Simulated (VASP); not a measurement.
LiCl:

```
Li Cl
1.0
     0.00000    2.53052    2.53052
     2.53052    0.00000    2.53052
     2.53052    2.53052    0.00000
Li Cl
1 1
Direct
  0.00000 0.00000 0.00000
  0.50000 0.50000 0.50000
```

Base run:

| Quantity | Value |
| --- | --- |
| Program | VASP 6.6.1 |
| Functional | PBE |
| Potentials or basis | VASP PAW PBE potentials, release 64 (Li_sv, Cl) |
| Cutoff | 520 eV |
| k mesh | 6 × 6 × 6 |
| Occupations | gaussian, width 0.03 eV |
| Spin | no spin polarisation |

Its results: band gap on the k mesh 6.58 eV, direct.

Task: After a change of settings the same cell gave: band gap on the k mesh 8.71 eV, direct. Which change was it?
A. functional from PBE to HSE06
B. functional from PBE to PBE-EpsX
C. functional from PBE to PBE0

Result: C.

PBE0 gives the wider gap, since exact exchange removes part of the self-interaction.
